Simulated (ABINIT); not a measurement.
# Zn (Fm-3m) in ABINIT: notebook

The runs below take Zn through band structure, with BLYP, AM05, r2SCAN, SCAN.

Program: ABINIT 10.8.3 (patched build). These are calculated values, not measurements. Logs are shortened: lines on timing, memory, paths and dates and some standing lists are left out, and cuts for length are marked. The log counts tension as positive stress, the text compression.

## (1) Starting point

The structure is cubic, space group Fm-3m (No. 225). Conventional cell: a = 3.930 Å, b = 3.930 Å, c = 3.930 Å, α = 90.00°, β = 90.00°, γ = 90.00°. Around Zn (site symmetry m-3m) lie 12 Zn at 2.78 Å.

This isn't the form of Zn at room conditions, which is hcp.

## (2) Band structure, BLYP

The input, run.abi:

```
ndtset 2

pp_dirpath "./"
pseudos "Zn.GGA_PBE-JTH.xml"

acell 3*1.0 Angstrom
rprim
     0.0000000000     1.9647760000     1.9647760000
     1.9647760000     0.0000000000     1.9647760000
     1.9647760000     1.9647760000     0.0000000000
ntypat 1
znucl 30
natom 1
typat 1
xred
     0.0000000000     0.0000000000     0.0000000000

ecut 26.0
pawecutdg 48.0
pawxcdev 0

ixc -106131

occopt 3
tsmear 0.00183747

nstep 100

iomode 3
prtwf 0
prteig 0
prtebands 0
enunit 1
prtden1 1
prtvha1 1
prtvclmb1 1
prtpot1 1

kptopt1 1
ngkpt1 12 12 12
nshiftk1 1
shiftk1 0.0 0.0 0.0
nband1 10
tolvrs1 1.0e-9

iscf2 -2
getden2 1
nband2 16
nbdbuf2 4
tolwfr2 1.0e-11
kptopt2 -9
ndivsm2 6
prteig2 1
prtvol2 -3
kptbounds2
     0.0000000000     0.0000000000     0.0000000000
     0.5000000000     0.0000000000     0.5000000000
     0.5000000000     0.2500000000     0.7500000000
     0.3750000000     0.3750000000     0.7500000000
     0.0000000000     0.0000000000     0.0000000000
     0.5000000000     0.5000000000     0.5000000000
     0.6250000000     0.2500000000     0.6250000000
     0.5000000000     0.2500000000     0.7500000000
     0.5000000000     0.5000000000     0.5000000000
     0.3750000000     0.3750000000     0.7500000000
```

Potentials or basis: JTH PAW PBE v2.0.

Run with:

```sh
$ abinit run.abi > log 2>&1
```

run.abo:

```text
.Version 10.8.3 of ABINIT
 DATASET    1 : space group Fm -3 m (#225); Bravais cF (face-center cubic)
================================================================================
 Values of the parameters that define the memory need for DATASET  1.
     intxc =       0    ionmov =       0      iscf =      17    lmnmax =      18
     lnmax =       6     mgfft =      27  mpssoang =       3    mqgrid =    3001
     natom =       1  nloc_mem =       2    nspden =       1   nspinor =       1
    nsppol =       1      nsym =      48    n1xccc =       1    ntypat =       1
    occopt =       3   xclevel =       2
       mpw =         661          nfft =       19683          nkpt =          72
 PAW method is used; the additional fine FFT grid is defined by:
   mgfftf=        36    nfftf =     46656
================================================================================
================================================================================

 DATASET    2 : space group Fm -3 m (#225); Bravais cF (face-center cubic)
================================================================================
 Values of the parameters that define the memory need for DATASET  2.
     intxc =       0    ionmov =       0      iscf =      -2    lmnmax =      18
     lnmax =       6     mgfft =      27  mpssoang =       3    mqgrid =    3001
     natom =       1  nloc_mem =       2    nspden =       1   nspinor =       1
    nsppol =       1      nsym =      48    n1xccc =       1    ntypat =       1
    occopt =       3   xclevel =       2
       mpw =         661          nfft =       19683          nkpt =         103
 PAW method is used; the additional fine FFT grid is defined by:
   mgfftf=        36    nfftf =     46656
================================================================================
================================================================================

--------------------------------------------------------------------------------
------------- Echo of variables that govern the present computation ------------
--------------------------------------------------------------------------------
 -outvars: echo values of preprocessed input variables --------
            acell      1.8897261259E+00  1.8897261259E+00  1.8897261259E+00 Bohr
              amu      6.53900000E+01
             ecut      2.60000000E+01 Hartree
           enunit           1
           getden1          0
           getden2          1
             iscf1         17
             iscf2         -2
              ixc     -106131
           jdtset        1    2
           kptopt1          1
           kptopt2         -9
         kptrlatt       12    0    0      0   12    0      0    0   12
          kptrlen1     6.30098079E+01
          kptrlen2     3.00000000E+01
            natom           1
            nband1         10
            nband2         16
           nbdbuf1          0
           nbdbuf2          4
           ndtset           2
           ndivsm1          0
           ndivsm2          6
            ngfft          27      27      27
          ngfftdg          36      36      36
             nkpt1         72
             nkpt2        103
            nstep         100
             nsym          48
           ntypat           1
           occopt           3
        pawecutdg      4.80000000E+01 Hartree
         pawxcdev           0
        prtebands           0
           prteig1          0
           prteig2          1
           prtpot1          1
           prtpot2          0
         prtvclmb1          1
         prtvclmb2          0
           prtvha1          1
           prtvha2          0
[... 226 lines left out ...]
 R(2)=  3.7128885  0.0000000  3.7128885  G(2)=  0.1346660 -0.1346660  0.1346660
 R(3)=  3.7128885  3.7128885  0.0000000  G(3)=  0.1346660  0.1346660 -0.1346660
 Unit cell volume ucvol=  1.0236836E+02 bohr^3
 Angles (23,13,12)=  6.00000000E+01  6.00000000E+01  6.00000000E+01 degrees

 Coarse grid specifications (used for wave-functions):

 getcut: wavevector=  0.0000  0.0000  0.0000  ngfft=  27  27  27
         ecut(hartree)=     26.000   => boxcut(ratio)=   2.16041

 Fine grid specifications (used for densities):

 getcut: wavevector=  0.0000  0.0000  0.0000  ngfft=  36  36  36
         ecut(hartree)=     48.000   => boxcut(ratio)=   2.19831
--------------------------------------------------------------------------------

================================================================================
 Non-SCF case, kpt    1 (  0.00000  0.00000  0.00000), residuals and eigenvalues=
  8.91E-12  1.20E-12  4.89E-12  7.84E-12  3.50E-12  3.91E-12  1.21E-12  5.51E-12
  1.83E-12  9.13E-12  6.27E-12  5.91E-12  4.03E-12  5.66E-10  1.87E-07  5.22E-07
  2.2836E-02  1.1592E-01  1.1592E-01  1.1592E-01  1.2970E-01  1.2970E-01
  1.0620E+00  1.0620E+00  1.0620E+00  1.0982E+00  1.1702E+00  1.1702E+00
  1.1702E+00  1.3432E+00  1.4355E+00  1.4355E+00
 Non-SCF case, kpt    2 (  0.02941  0.00000  0.02941), residuals and eigenvalues=
  5.60E-12  2.19E-12  1.44E-12  7.45E-12  6.44E-13  7.04E-12  1.57E-12  2.77E-12
  7.74E-12  7.56E-12  3.59E-12  9.34E-12  2.85E-12  7.50E-10  3.88E-05  3.70E-07
  2.4119E-02  1.1573E-01  1.1611E-01  1.1611E-01  1.2952E-01  1.2978E-01
  1.0480E+00  1.0480E+00  1.0581E+00  1.0847E+00  1.1861E+00  1.1861E+00
[... 593 lines left out ...]
  4.1207E-01  5.6569E-01  7.9091E-01  9.1698E-01  1.2791E+00  1.3961E+00
  1.4366E+00  1.5309E+00  1.6010E+00  1.6962E+00
 Non-SCF case, kpt  102 (  0.38750  0.38750  0.72500), residuals and eigenvalues=
  3.58E-12  7.64E-12  7.18E-12  7.97E-12  3.92E-12  4.77E-12  2.15E-12  9.73E-12
  7.04E-12  8.43E-12  2.39E-12  6.53E-12  6.01E-12  2.70E-10  1.23E-09  9.87E-07
  1.0000E-01  1.0776E-01  1.2497E-01  1.3174E-01  1.3883E-01  4.2601E-01
  4.3460E-01  5.2251E-01  7.7569E-01  9.0799E-01  1.2354E+00  1.4464E+00
  1.4789E+00  1.5227E+00  1.6021E+00  1.7787E+00
 Non-SCF case, kpt  103 (  0.37500  0.37500  0.75000), residuals and eigenvalues=
  2.47E-12  4.62E-12  6.25E-12  8.96E-12  7.71E-12  8.76E-12  6.30E-12  7.38E-12
  5.09E-12  6.11E-12  9.59E-12  5.65E-12  3.92E-12  4.83E-12  1.03E-10  3.34E-04
  9.8923E-02  1.0566E-01  1.2723E-01  1.3313E-01  1.3931E-01  4.3155E-01
  4.5611E-01  4.9978E-01  7.6338E-01  9.0082E-01  1.1928E+00  1.4854E+00
  1.5133E+00  1.5302E+00  1.6147E+00  1.8648E+00

--- !ResultsGS
iteration_state: {dtset: 2, }
comment   : Summary of ground state results
lattice_vectors:
- [  0.0000000,   3.7128885,   3.7128885, ]
- [  3.7128885,   0.0000000,   3.7128885, ]
- [  3.7128885,   3.7128885,   0.0000000, ]
lattice_lengths: [   5.25082,    5.25082,    5.25082, ]
lattice_angles: [ 60.000,  60.000,  60.000, ] # degrees, (23, 13, 12)
lattice_volume:   1.0236836E+02
convergence: {deltae:  0.000E+00, res2:  0.000E+00, residm:  9.986E-12, diffor:  0.000E+00, }
etotal    :  -6.42657554E+01
entropy   :   0.00000000E+00
fermie    :   4.00071772E-01
cartesian_stress_tensor: null
pressure_GPa: null
xred      :
- [  0.0000E+00,   0.0000E+00,   0.0000E+00, Zn]
cartesian_forces: null
force_length_stats: {min: null, max: null, mean: null, }
...

 Integrated electronic density in atomic spheres:
 ------------------------------------------------
 Atom  Sphere_radius  Integrated_density
    1        2.30770         10.77417186

================================================================================

 ----iterations are completed or convergence reached----

 Mean square residual over all n,k,spin=   52.371E-13; max=  99.859E-13
 reduced coordinates (array xred) for    1 atoms
       0.000000000000      0.000000000000      0.000000000000

 cartesian coordinates (angstrom) at end:
    1      0.00000000000000     0.00000000000000     0.00000000000000
 length scales=  1.889726125908  1.889726125908  1.889726125908 bohr
              =  1.000000000000  1.000000000000  1.000000000000 angstroms
 Eigenvalues (   eV  ) for nkpt= 103  k points:
 kpt#   1, nband= 16, wtk=  1.00000, kpt=  0.0000  0.0000  0.0000 (reduced coord)
   0.62141    3.15423    3.15423    3.15423    3.52918    3.52918   28.89884   28.89884
  28.89884   29.88405   31.84314   31.84314   31.84314   36.55103   39.06314   39.06314
 kpt#   2, nband= 16, wtk=  1.00000, kpt=  0.0294  0.0000  0.0294 (reduced coord)
   0.65630    3.14914    3.15942    3.15942    3.52447    3.53145   28.51756   28.51756
  28.79154   29.51601   32.27430   32.27430   32.28152   36.43120   38.19875   39.10302
 kpt#   3, nband= 16, wtk=  1.00000, kpt=  0.0588  0.0000  0.0588 (reduced coord)
   0.76055    3.13406    3.17491    3.17491    3.51085    3.53817   27.71267   27.71267
  28.49567   28.81948   33.18882   33.22910   33.22910   35.37966   37.93904   39.22247
 kpt#   4, nband= 16, wtk=  1.00000, kpt=  0.0882  0.0000  0.0882 (reduced coord)
   0.93282    3.10950    3.20042    3.20042    3.49004    3.54913   26.80218   26.80218
  28.06916   28.08887   33.67025   34.27002   34.39019   34.39019   38.51456   39.42113
 kpt#   5, nband= 16, wtk=  1.00000, kpt=  0.1176  0.0000  0.1176 (reduced coord)
   1.17019    3.07633    3.23546    3.23546    3.46555    3.56396   25.88679   25.88679
  27.39112   27.56726   31.86209   35.45712   35.65796   35.65796   39.45418   39.69813
 kpt#   6, nband= 16, wtk=  1.00000, kpt=  0.1471  0.0000  0.1471 (reduced coord)
   1.46668    3.03569    3.27932    3.27932    3.44422    3.58217   25.00000   25.00000
[... 278 lines left out ...]
   2.75132    3.04417    3.36888    3.39630    3.78314   10.02242   10.32680   18.16349
  22.56203   25.58915   35.30558   36.06830   37.96073   41.44267   42.42579   44.40501
 kpt# 100, nband= 16, wtk=  1.00000, kpt=  0.4125  0.4125  0.6750 (reduced coord)
   2.76434    3.02834    3.32863    3.46476    3.77712   10.59334   10.69340   16.73486
  22.00898   25.24638   35.91230   36.62394   38.02556   42.00161   43.21765   44.46864
 kpt# 101, nband= 16, wtk=  1.00000, kpt=  0.4000  0.4000  0.7000 (reduced coord)
   2.74898    2.98893    3.34676    3.52993    3.77423   11.12126   11.21309   15.39308
  21.52173   24.95227   34.80591   37.98990   39.09205   41.65656   43.56656   46.15528
 kpt# 102, nband= 16, wtk=  1.00000, kpt=  0.3875  0.3875  0.7250 (reduced coord)
   2.72120    2.93230    3.40051    3.58493    3.77769   11.59244   11.82619   14.21810
  21.10758   24.70764   33.61571   39.35757   40.24250   41.43419   43.59656   48.40200
 kpt# 103, nband= 16, wtk=  1.00000, kpt=  0.3750  0.3750  0.7500 (reduced coord)
   2.69183    2.87511    3.46203    3.62271    3.79083   11.74302   12.41128   13.59967
  20.77251   24.51259   32.45707   40.42106   41.17765   41.63808   43.93932   50.74368

== END DATASET(S) ==============================================================
================================================================================

 -outvars: echo values of variables after computation  --------
            acell      1.8897261259E+00  1.8897261259E+00  1.8897261259E+00 Bohr
           etotal1    -6.4265755439E+01
            fcart1    -0.0000000000E+00 -0.0000000000E+00 -0.0000000000E+00
            rprim      0.0000000000E+00  1.9647760000E+00  1.9647760000E+00
                       1.9647760000E+00  0.0000000000E+00  1.9647760000E+00
                       1.9647760000E+00  1.9647760000E+00  0.0000000000E+00
           strten1    -2.0850671182E-04 -2.0850671182E-04 -2.0850671182E-04
                       0.0000000000E+00  0.0000000000E+00  0.0000000000E+00
 Calculation completed.
```

Wall time 58 s (1 thread of Arm Neoverse V1, shared host); peak memory 0.11 GiB.

What came out:

* Free energy: -1748.7603 eV
* Pressure: 6.1 GPa
* Band gap on the k mesh: none (metal or under the smearing width)
* Valence electrons inside the program's atomic spheres: Zn 10.77 (radii [1.2212] Å)

Levels at the corners of the path, in eV from the Fermi level:
```csv
point,band 3,band 4,band 5,band 6,band 7,band 8,band 9,band 10
Γ,-7.73,-7.73,-7.36,-7.36,18.01,18.01,18.01,19.00
X,-7.09,-7.00,-7.00,-0.88,1.67,8.37,8.37,12.30
W,-7.82,-7.33,-7.00,2.34,2.34,2.86,4.29,21.55
K,-7.42,-7.26,-7.10,0.86,1.52,2.71,9.89,13.63
Γ,-7.73,-7.73,-7.36,-7.36,18.01,18.01,18.01,19.00
L,-7.74,-7.07,-7.07,-2.70,-1.46,14.98,14.98,17.72
U,-7.42,-7.26,-7.10,0.86,1.52,2.71,9.89,13.63
W,-7.82,-7.33,-7.00,2.34,2.34,2.86,4.29,21.55
L,-7.74,-7.07,-7.07,-2.70,-1.46,14.98,14.98,17.72
K,-7.42,-7.26,-7.10,0.86,1.52,2.71,9.89,13.63
```

Caveat: the PAW data sets were made with another functional, which shifts forces and pressure a little.

(Continued in part 2 of 2.)
